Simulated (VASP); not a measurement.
The system is Ti2C.

```xyz
3
Lattice="1.5407 0.8895 4.8138 -1.5407 0.8895 4.8138 0.0000 -1.7790 4.8138" Properties=species:S:1:pos:R:3 pbc="T T T"
Ti    0.0000    0.0000   10.8960
Ti    0.0000    0.0000    3.5453
C     0.0000    0.0000    7.2207
```

The cell comes from a database or a generator and needn't be the stable form of this composition.

| Property | Result |
| --- | --- |
| Program | VASP 6.6.1 |
| Task | relaxation of cell and atoms |
| Functional | PBEsol |
| Potentials or basis | VASP PAW PBE potentials, release 64 (Ti_sv, C) |
| Cutoff | 600 eV |
| k mesh | 10 × 10 × 10 |
| Occupations | fermi-dirac, width 0.05 eV |
| Spin | no spin polarisation |
| Hubbard terms | Ti d U = 6 eV |

At the start: pressure 9.9 GPa; volume 13.19 Å³/atom.

**Question.** Where does the relaxation end?

**Answer.** Over 10 steps the energy falls by 19.7 meV/atom and the volume is 13.82 Å³/atom (+4.7 %); space group R-3m (No. 166, to 0.05 Å).

Step by step:
| step | energy change (eV) | largest force (eV/Å) | pressure (GPa) | volume (Å³) |
| --- | --- | --- | --- | --- |
| 1 | 0.0000 | 0.6535 | 9.87 | 39.58 |
| 2 | 0.0962 | 1.0839 | -12.64 | 44.43 |
| 3 | -0.0583 | 0.1131 | -0.01 | 41.34 |
| 4 | -0.0583 | 0.0978 | 0.16 | 41.30 |
| 5 | -0.0583 | 0.0845 | 0.34 | 41.26 |
| 6 | -0.0589 | 0.0201 | 0.24 | 41.37 |
| 7 | -0.0589 | 0.0077 | 0.15 | 41.41 |
| 8 | -0.0590 | 0.0154 | -0.20 | 41.50 |
| 9 | -0.0590 | 0.0052 | -0.10 | 41.46 |
| 10 | -0.0590 | 0.0004 | 0.00 | 41.45 |

Final structure:
```xyz
3
Lattice="1.5641 0.9030 4.8905 -1.5641 0.9030 4.8905 0.0000 -1.8061 4.8905" Properties=species:S:1:pos:R:3 pbc="T T T"
Ti    0.0000    0.0000   11.0635
Ti    0.0000    0.0000    3.6079
C     0.0000    0.0000    7.3357
```

Caveat: the PAW data sets were made with another functional, which shifts forces and pressure a little; U without spin polarisation on a metal has little footing; the U is typed as a test and isn't derived for this compound.
